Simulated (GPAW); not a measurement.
# Rb (Im-3m) in GPAW: reference runs

Reference runs on Rb: the cell as given and a disturbed copy.

Everything below comes from runs of GPAW 26.7.0. Logs are shortened: lines on timing, memory, paths and dates and some standing lists are left out, and cuts for length are marked. The log counts tension as positive stress, the text compression.

## Step 1: The crystal as given

It takes space group Im-3m (No. 229, cubic). Conventional cell: a = 5.605 Å, b = 5.605 Å, c = 5.605 Å, α = 90.00°, β = 90.00°, γ = 90.00°.

## Step 2: Single point, PBE

Contents of run.py:

```python
from ase import Atoms
from ase.dft.bandgap import bandgap
from ase.io import write
from ase.units import Bohr, GPa
from gpaw import GPAW, PW
from gpaw.elf import elf_from_dft_calculation

atoms = Atoms(['Rb'],
              cell=[[-2.8025, 2.8025, 2.8025],
                    [2.8025, -2.8025, 2.8025],
                    [2.8025, 2.8025, -2.8025]],
              scaled_positions=[[0.0, 0.0, 0.0]],
              pbc=True)

calc = GPAW(mode=PW(600),
            xc='PBE',
            kpts={'size': (7, 7, 7), 'gamma': True},
            occupations={'name': 'fermi-dirac', 'width': 0.05},
            nbands=11,
            convergence={'density': 1e-05, 'energy': 1e-05},
            maxiter=150,
            txt='gpaw.txt')
atoms.calc = calc
energy = atoms.get_potential_energy()
forces = atoms.get_forces()
stress = atoms.get_stress()
calc.write('gs.gpw')
write('result.traj', atoms)
print(f'Energy: {energy:.6f} eV')
print('Forces (eV/A):')
print(forces.round(4))
print('Stress (GPa):', (stress / GPa).round(3))
print('Fermi level:', round(calc.get_fermi_level(), 4), 'eV')
print(f'Gap: {bandgap(calc)[0]:.4f} eV, direct: {bandgap(calc, direct=True)[0]:.4f} eV')

# fields on the real-space grid
write('density.cube', atoms, data=calc.get_pseudo_density() * Bohr**3)
write('potential.cube', atoms, data=calc.get_electrostatic_potential())
write('elf.cube', atoms, data=elf_from_dft_calculation(calc).data)
```

Potentials or basis: GPAW PAW data sets (gpaw-data 1.2.1), pw.

Command:

```bash
> OMP_NUM_THREADS=1 python run.py
```

gpaw.txt:

```text
__  _  _
 | _ |_)|_||  |
 |__||  | ||/\| - 26.7.0

Input parameters:
  mode=PW(ecut=600.0),
  convergence={'density': 1e-05, 'energy': 1e-05},
  kpts=MonkhorstPack(size=(7, 7, 7), gamma=True),
  maxiter=150,
  nbands=11,
  occupations=Occupations(name='fermi-dirac', width=0.05),
  xc=XC(name='PBE')

Diagonalizing LCAO Hamiltonian
Converting LCAO to pw mode

       Rb

Atoms  # Å, Bohr magnetons
|   | symbol |        x |        y |        z |    initial magnetic moments |
|---|--------|----------|----------|----------|-----------------------------|
| 0 |     Rb | 0.000000 | 0.000000 | 0.000000 | ( 0.0000,  0.0000,  0.0000) |

Unit cell  # Å
| periodic |         x |         y |         z |  lengths |     angles |
|----------|-----------|-----------|-----------|----------|------------|
|      yes | -2.802500 |  2.802500 |  2.802500 | 4.854072 | 109.471221 |
|      yes |  2.802500 | -2.802500 |  2.802500 | 4.854072 | 109.471221 |
|      yes |  2.802500 |  2.802500 | -2.802500 | 4.854072 | 109.471221 |

Number of symmetries: 48
Symmetry operations  # r_c * U_cc + t_c -> r_c
|    | kind |            matrix            |
|----|------|------------------------------|
|  0 |  σ   |  1, 1, 1,  0, 0,-1,  0,-1, 0 |
|  1 |  C4  |  1, 1, 1,  0, 0,-1, -1, 0, 0 |
|  2 |  C2  |  1, 1, 1,  0,-1, 0,  0, 0,-1 |
|  3 |  S6  |  1, 1, 1,  0,-1, 0, -1, 0, 0 |
|  4 |  S6  |  1, 1, 1, -1, 0, 0,  0, 0,-1 |
|  5 |  C4  |  1, 1, 1, -1, 0, 0,  0,-1, 0 |
|  6 |  E   |  1, 0, 0,  0, 1, 0,  0, 0, 1 |
|  7 |  σ   |  1, 0, 0,  0, 1, 0, -1,-1,-1 |
|  8 |  σ   |  1, 0, 0,  0, 0, 1,  0, 1, 0 |
|  9 |  C3  |  1, 0, 0,  0, 0, 1, -1,-1,-1 |
| 10 |  C3  |  1, 0, 0, -1,-1,-1,  0, 1, 0 |
| 11 |  σ   |  1, 0, 0, -1,-1,-1,  0, 0, 1 |
| 12 |  σ   |  0, 1, 0,  1, 0, 0,  0, 0, 1 |
| 13 |  C2  |  0, 1, 0,  1, 0, 0, -1,-1,-1 |
| 14 |  C3  |  0, 1, 0,  0, 0, 1,  1, 0, 0 |
| 15 |  S4  |  0, 1, 0,  0, 0, 1, -1,-1,-1 |
| 16 |  S4  |  0, 1, 0, -1,-1,-1,  1, 0, 0 |
| 17 |  C3  |  0, 1, 0, -1,-1,-1,  0, 0, 1 |
| 18 |  C3  |  0, 0, 1,  1, 0, 0,  0, 1, 0 |
| 19 |  S4  |  0, 0, 1,  1, 0, 0, -1,-1,-1 |
| 20 |  σ   |  0, 0, 1,  0, 1, 0,  1, 0, 0 |
| 21 |  C3  |  0, 0, 1,  0, 1, 0, -1,-1,-1 |
| 22 |  C2  |  0, 0, 1, -1,-1,-1,  1, 0, 0 |
| 23 |  S4  |  0, 0, 1, -1,-1,-1,  0, 1, 0 |
| 24 |  C4  |  0, 0,-1,  1, 1, 1,  0,-1, 0 |
| 25 |  σ   |  0, 0,-1,  1, 1, 1, -1, 0, 0 |
| 26 |  S6  |  0, 0,-1,  0,-1, 0,  1, 1, 1 |
| 27 |  C2  |  0, 0,-1,  0,-1, 0, -1, 0, 0 |
| 28 |  C4  |  0, 0,-1, -1, 0, 0,  1, 1, 1 |
| 29 |  S6  |  0, 0,-1, -1, 0, 0,  0,-1, 0 |
| 30 |  S6  |  0,-1, 0,  1, 1, 1,  0, 0,-1 |
| 31 |  C4  |  0,-1, 0,  1, 1, 1, -1, 0, 0 |
| 32 |  C4  |  0,-1, 0,  0, 0,-1,  1, 1, 1 |
| 33 |  S6  |  0,-1, 0,  0, 0,-1, -1, 0, 0 |
| 34 |  σ   |  0,-1, 0, -1, 0, 0,  1, 1, 1 |
| 35 |  C2  |  0,-1, 0, -1, 0, 0,  0, 0,-1 |
| 36 |  C2  | -1, 0, 0,  1, 1, 1,  0, 0,-1 |
| 37 |  S6  | -1, 0, 0,  1, 1, 1,  0,-1, 0 |
| 38 |  S6  | -1, 0, 0,  0, 0,-1,  1, 1, 1 |
| 39 |  C2  | -1, 0, 0,  0, 0,-1,  0,-1, 0 |
| 40 |  C2  | -1, 0, 0,  0,-1, 0,  1, 1, 1 |
| 41 |  i   | -1, 0, 0,  0,-1, 0,  0, 0,-1 |
| 42 |  S4  | -1,-1,-1,  1, 0, 0,  0, 1, 0 |
| 43 |  C3  | -1,-1,-1,  1, 0, 0,  0, 0, 1 |
| 44 |  C3  | -1,-1,-1,  0, 1, 0,  1, 0, 0 |
| 45 |  σ   | -1,-1,-1,  0, 1, 0,  0, 0, 1 |
| 46 |  S4  | -1,-1,-1,  0, 0, 1,  1, 0, 0 |
| 47 |  C2  | -1,-1,-1,  0, 0, 1,  0, 1, 0 |

BZ-sampling:
  Number of BZ points: 343
  Number of IBZ points: 20

  Monkhorst-Pack size: [7, 7, 7]
  Monkhorst-Pack shift: [0, 0, 0]

K-points  # in reciprocal-cell coordinates
|     |                                coordinates |     weight |
|-----|--------------------------------------------|------------|
|   0 | (  0.00000000,   0.00000000,   0.00000000) | 0.00291545 |
|   1 | (  0.14285714,   0.00000000,   0.00000000) | 0.03498542 |
|   2 | (  0.14285714,   0.14285714,  -0.14285714) | 0.01749271 |
|   3 | (  0.28571429,   0.00000000,  -0.14285714) | 0.06997085 |
|   4 | (  0.28571429,   0.00000000,   0.00000000) | 0.03498542 |
|   5 | (  0.28571429,   0.14285714,  -0.14285714) | 0.06997085 |
|   6 | (  0.28571429,   0.28571429,  -0.28571429) | 0.01749271 |
|   7 | (  0.28571429,   0.28571429,   0.28571429) | 0.02332362 |
|   8 | (  0.42857143,  -0.14285714,  -0.14285714) | 0.02332362 |
|   9 | (  0.42857143,   0.00000000,  -0.14285714) | 0.13994169 |
| ... |                                            |            |
|  19 | (  0.42857143,   0.42857143,   0.42857143) | 0.02332362 |

Plane wave coefficients: 2954
Cutoff: 600.0 eV

Spin-components: 1 (collinear spins)
Bands:           11
Projectors:      5
Spin-degeneracy: 2
Datatype:        complex128

Density:
  Valence electrons: 9.0
  Components: 1
  Grid points: [28 28 28]
  Charge: 0.0  # |e|

Potential:
  Grid points: [28 28 28]

species:
  Rb:
    name:    Rubidium
    Z:       37.0
    valence: 9
    core:    28
    charge:  0.0  # [|e|]
    compensation charges:
      type: gauss
      rc: 0.38  # [Å]
      lmax: 2
    cutoffs:
      filter: 2.43  # [Å]
      core: 1.99  # [Å]
    projectors
    | kind |    occ | energy [eV] | rcut [Å] |
    |------|--------|-------------|----------|
    |   4s |  2.000 |     -31.879 |    1.376 |
    |   5s |  1.000 |      -2.231 |    1.376 |
    |   4p |  6.000 |     -15.966 |    1.270 |
    |    p |        |      11.245 |    1.270 |
    |    d |        |       0.000 |    1.217 |

    Using partial waves for Rb as LCAO basis

Reference energy: -81103.352423  # eV

eigensolver:
  PPCG
  Converge bands: occupied
  niter=2

density mixing:
  MSR1-Mixer
  Pratt-step length: 0.05
  Maximum mixing coefficient: 0.75
  Old densities: 10
  SVD Regularization: 0.005
  Good broyden scale: 1.0
  Trust region scale: 1.0
  Backstep threshold: 4.0
  History deletion threshold: 6.0
  Fourier metric: weight=20.0, sigma=0.015

occupation numbers:
  Fermi-Dirac:
    width: 0.0500  # eV

poisson solver:
  ecut: 4800.0  # eV

xc functional:
  name: PBE with 2 nearest neighbor stencil

convergence criteria:
- Maximum integral of absolute [dens]ity change: 1e-05 electrons / valence electron
- Maximum [total energy] change in last 3 cyles: 1e-05 eV / valence electron
- Maximum integral of absolute [eigenst]ate change: 4e-08 eV^2 / valence electron
maximum number of iterations: 150

SCF iterations
|iter     | |      energy | eigst |  dens |
|---------|-|-------------|-------|-------|
|iter:   1| |   -1.055038 | -0.82 |       |
|iter:   2| |   -1.033673 | -2.69 | -1.29 |
|iter:   3| |   -0.908672 | -2.23 | -1.32 |
|iter:   4| |   -0.907020 | -3.35 | -1.79 |
|iter:   5| |   -0.907545 | -4.26 | -2.10 |
|iter:   6| |   -0.907546 | -6.12 | -3.33 |
|iter:   7| |   -0.907547c| -7.33 | -3.67 |
|iter:   8| |   -0.907547c| -8.09c| -5.00 |
|iter:   9| |   -0.907547c| -9.01c| -5.73c|

Converged in 9 steps
Energy contributions relative to reference atoms: (reference = -81103.352423)

Energy contributions:
  Kinetic:           1.343478
  Coulomb:          -1.122884
  Zero:             -0.016565
  External:          0.000000
  Xc:               -1.107639
  Entropy:          -0.007876
  Spinorbit:         0.000000
  ----------------------------
  Free energy:      -0.911485
  Extrapolated:     -0.907547

dipole moment: (-10.734709, -10.734709, -10.734709)  # |e|*Ang

Fermi level: 1.292
Eigenvalues  # (at kpt = [0.000, 0.000, 0.000])
| band index |      eig [eV] | occ [0-2] |
|------------|---------------|-----------|
|          0 |       -27.577 |     2.000 |
|          1 |       -11.631 |     2.000 |
|          2 |       -11.631 |     2.000 |
|          3 |       -11.631 |     2.000 |
|          4 |        -0.717 |     2.000 |
|          5 |         5.009 |     0.000 |
|          6 |         5.009 |     0.000 |
|          7 |         5.009 |     0.000 |
|          8 |         5.964 |     0.000 |
|          9 |         5.964 |     0.000 |
|         10 |         8.098 |     0.000 |

No gap
No difference between direct/indirect transitions

Forces  # eV/Ang
|       x |       y |       z |
|---------|---------|---------|
| 0.00000 | 0.00000 | 0.00000 |  # Rb   0

Stress tensor  # eV/Ang^3
|         x |         y |         z |
|-----------|-----------|-----------|
| -0.000508 |  0.000000 |  0.000000 |
|  0.000000 | -0.000508 | -0.000000 |
|  0.000000 | -0.000000 | -0.000508 |

# Writing to gs.gpw (mode='')
```

stdout:

```text
Energy: -0.907547 eV
Forces (eV/A):
[[0. 0. 0.]]
Stress (GPa): [-0.081 -0.081 -0.081 -0.     0.     0.   ]
Fermi level: 1.2916 eV
Gap: 0.0000 eV, direct: 0.0000 eV
```

Wall time 12 s (1 thread of Arm Neoverse V1, shared host); peak memory 0.16 GiB.

What came out:

| Property | Result |
| --- | --- |
| Free energy | -0.9115 eV |
| Pressure | 0.1 GPa |
| Band gap on the k mesh | none (metal or under the smearing width) |

## Step 3: Single point, PBE (cell strained at random at fixed volume)

Contents of run.py:

```python
from ase import Atoms
from ase.dft.bandgap import bandgap
from ase.io import write
from ase.units import GPa
from gpaw import GPAW, PW

atoms = Atoms(['Rb'],
              cell=[[-2.920872, 2.826406, 2.712416],
                    [2.916284, -2.859104, 2.740526],
                    [2.843288, 2.78152, -2.745114]],
              scaled_positions=[[0.002296, -0.005289, -0.005371]],
              pbc=True)

calc = GPAW(mode=PW(600),
            xc='PBE',
            kpts={'size': (7, 7, 7), 'gamma': True},
            occupations={'name': 'fermi-dirac', 'width': 0.05},
            nbands=11,
            convergence={'density': 1e-05, 'energy': 1e-05},
            maxiter=150,
            txt='gpaw.txt')
atoms.calc = calc
energy = atoms.get_potential_energy()
forces = atoms.get_forces()
stress = atoms.get_stress()
calc.write('gs.gpw')
write('result.traj', atoms)
print(f'Energy: {energy:.6f} eV')
print('Forces (eV/A):')
print(forces.round(4))
print('Stress (GPa):', (stress / GPa).round(3))
print('Fermi level:', round(calc.get_fermi_level(), 4), 'eV')
print(f'Gap: {bandgap(calc)[0]:.4f} eV, direct: {bandgap(calc, direct=True)[0]:.4f} eV')
```

Potentials or basis: GPAW PAW data sets (gpaw-data 1.2.1), pw.

Command:

```bash
> OMP_NUM_THREADS=1 python run.py
```

gpaw.txt:

```text
__  _  _
 | _ |_)|_||  |
 |__||  | ||/\| - 26.7.0

Input parameters:
  mode=PW(ecut=600.0),
  convergence={'density': 1e-05, 'energy': 1e-05},
  kpts=MonkhorstPack(size=(7, 7, 7), gamma=True),
  maxiter=150,
  nbands=11,
  occupations=Occupations(name='fermi-dirac', width=0.05),
  xc=XC(name='PBE')

Diagonalizing LCAO Hamiltonian
Converting LCAO to pw mode

       Rb

Atoms  # Å, Bohr magnetons
|   | symbol |         x |        y |        z |    initial magnetic moments |
|---|--------|-----------|----------|----------|-----------------------------|
| 0 |     Rb | -0.037402 | 0.006672 | 0.006477 | ( 0.0000,  0.0000,  0.0000) |

Unit cell  # Å
| periodic |         x |         y |         z |  lengths |     angles |
|----------|-----------|-----------|-----------|----------|------------|
|      yes | -2.920872 |  2.826406 |  2.712416 | 4.886437 | 107.591578 |
|      yes |  2.916284 | -2.859104 |  2.740526 | 4.918300 | 109.515493 |
|      yes |  2.843288 |  2.781520 | -2.745114 | 4.832886 | 112.419045 |

Number of symmetries: 1
Symmetry operations  # r_c * U_cc + t_c -> r_c
|   | kind |            matrix            |
|---|------|------------------------------|
| 0 |  E   |  1, 0, 0,  0, 1, 0,  0, 0, 1 |

BZ-sampling:
  Number of BZ points: 343
  Number of IBZ points: 172

  Monkhorst-Pack size: [7, 7, 7]
  Monkhorst-Pack shift: [0, 0, 0]

K-points  # in reciprocal-cell coordinates
|     |                                coordinates |     weight |
|-----|--------------------------------------------|------------|
|   0 | (  0.00000000,   0.00000000,   0.00000000) | 0.00291545 |
[... 85 lines left out ...]
- Maximum integral of absolute [dens]ity change: 1e-05 electrons / valence electron
- Maximum [total energy] change in last 3 cyles: 1e-05 eV / valence electron
- Maximum integral of absolute [eigenst]ate change: 4e-08 eV^2 / valence electron
maximum number of iterations: 150

SCF iterations
|iter     | |      energy | eigst |  dens |
|---------|-|-------------|-------|-------|
|iter:   1| |   -1.054949 | -0.83 |       |
|iter:   2| |   -1.033644 | -2.68 | -1.29 |
|iter:   3| |   -0.908580 | -2.22 | -1.32 |
|iter:   4| |   -0.906914 | -3.35 | -1.79 |
|iter:   5| |   -0.907431 | -4.26 | -2.10 |
|iter:   6| |   -0.907433 | -6.13 | -3.33 |
|iter:   7| |   -0.907433c| -7.34 | -3.67 |
|iter:   8| |   -0.907433c| -8.11c| -5.00 |
|iter:   9| |   -0.907433c| -9.03c| -5.73c|

Converged in 9 steps
Energy contributions relative to reference atoms: (reference = -81103.352423)

Energy contributions:
  Kinetic:           1.344630
  Coulomb:          -1.123962
  Zero:             -0.016516
  External:          0.000000
  Xc:               -1.107801
  Entropy:          -0.007568
  Spinorbit:         0.000000
  ----------------------------
  Free energy:      -0.911217
  Extrapolated:     -0.907433

dipole moment: (32.572703, -11.004892, -10.291145)  # |e|*Ang

Fermi level: 1.297
Eigenvalues  # (at kpt = [0.000, 0.000, 0.000])
| band index |      eig [eV] | occ [0-2] |
|------------|---------------|-----------|
|          0 |       -27.578 |     2.000 |
|          1 |       -11.634 |     2.000 |
|          2 |       -11.632 |     2.000 |
|          3 |       -11.630 |     2.000 |
|          4 |        -0.717 |     2.000 |
|          5 |         4.853 |     0.000 |
|          6 |         5.001 |     0.000 |
|          7 |         5.177 |     0.000 |
|          8 |         5.809 |     0.000 |
|          9 |         6.139 |     0.000 |
|         10 |         7.888 |     0.000 |

No gap
No difference between direct/indirect transitions

Forces  # eV/Ang
|        x |        y |        z |
|----------|----------|----------|
| -0.00000 | -0.00000 | -0.00000 |  # Rb   0

Stress tensor  # eV/Ang^3
|         x |         y |         z |
|-----------|-----------|-----------|
| -0.000648 | -0.000464 | -0.000037 |
| -0.000464 | -0.000528 | -0.000166 |
| -0.000037 | -0.000166 | -0.000363 |

# Writing to gs.gpw (mode='')
```

stdout:

```text
Energy: -0.907433 eV
Forces (eV/A):
[[-0. -0. -0.]]
Stress (GPa): [-0.104 -0.085 -0.058 -0.027 -0.006 -0.074]
Fermi level: 1.2969 eV
Gap: 0.0000 eV, direct: 0.0000 eV
```

Run time: 82 s. Hardware: 1 thread of Arm Neoverse V1, shared host; peak memory 0.32 GiB.

Results:

```
Free energy            : -0.9112 eV
Pressure               : 0.1 GPa
Band gap on the k mesh : none (metal or under the smearing width)
```

Levels at points of the mesh, in eV from the Fermi level:
```tsv
k point	band 1	band 2	band 3	band 4	band 5	band 6	band 7
(0.00, 0.00, 0.00)	-28.87	-12.93	-12.93	-12.93	-2.01	3.56	3.70
```
